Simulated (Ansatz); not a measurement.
# Computed properties of CsCl (CsCl type)

All numbers come from the PAW code Ansatz. The values are computed, non-magnetic, and not measurements.

CsCl, CsCl type, relaxed with r2SCAN. Space group Pm-3m (No. 221), cubic; a = 4.141 Å in the conventional setting, 35.50 Å³ an atom. Around Cs lie 8 Cl at 3.59 Å; around Cl lie 8 Cs at 3.59 Å.

```yaml
crystal:
  lattice:
    - [4.14068, 0.00000, 0.00000]
    - [0.00000, 4.14068, 0.00000]
    - [0.00000, 0.00000, 4.14068]
  atoms:
    - { symbol: Cs, position: [0.00000, 0.00000, 0.00000] }
    - { symbol: Cl, position: [0.50000, 0.50000, 0.50000] }
```

Relaxed lattice by functional, symmetry kept:
```json
{"functional": "PBE", "k mesh": "6×6×6", "a (Å)": "4.205", "volume (Å³/atom)": "37.18"}
{"functional": "r2SCAN", "k mesh": "6×6×6", "a (Å)": "4.141", "volume (Å³/atom)": "35.50"}
```

Band edges at fixed r2SCAN geometry:
```csv
level,k mesh,gap (eV),kind,edges,least direct gap (eV),rough cost
PBE,6×6×6,5.21,direct,Γ,5.21,2.2 core-seconds
PBE+SOC,6×6×6,5.15,direct,Γ,5.15,8 core-seconds
r2SCAN,6×6×6,5.91,direct,Γ,5.91,4 core-seconds
HSE06,4×4×4,6.53,direct,Γ,6.53,40 core-seconds
PBE0,4×4×4,7.25,direct,Γ,7.25,40 core-seconds
"G0W0@PBE (211 empty bands, 120 eV, 4×4×4)",4×4×4,7.54,–,Γ (mesh),–,50 core-seconds
```
PBE: smearing of 0.02 eV; the others have fixed occupations.
Wave cutoffs: 420 eV, 500 eV (r2SCAN).
The G0W0 gap is PBE's gap over the path plus the quasiparticle shift read on the mesh. No extrapolation in bands, cutoff or mesh was made for G0W0.
Costs come from shared machines and give only the order; PBE's includes the band path. The runs had 2 threads of Arm Neoverse V2, on a shared host.

The HSE06 gap is direct at Γ: 6.53 eV. Spin-orbit coupling changes the PBE gap by -0.064 eV, to 5.15 eV; at Γ the threefold valence level splits into a fourfold and a twofold level 0.20 eV apart, the fourfold one on top.

r2SCAN covers 53 % of the step from PBE to HSE06. For gaps to 0.1 eV, spin-orbit coupling (up to 0.064 eV on PBE's least or direct gap) is at the margin. All these functionals give a gap of the same kind, direct.

r2SCAN (ground state on 6×6×6): ε∞: 2.70 in all directions. Born charges, averaged over directions: Cs +1.30, Cl -1.30 e.

Only the levels marked +SOC include spin-orbit coupling.

The meshes of the hybrids are coarse, so their gaps aren't converged to the digits shown.
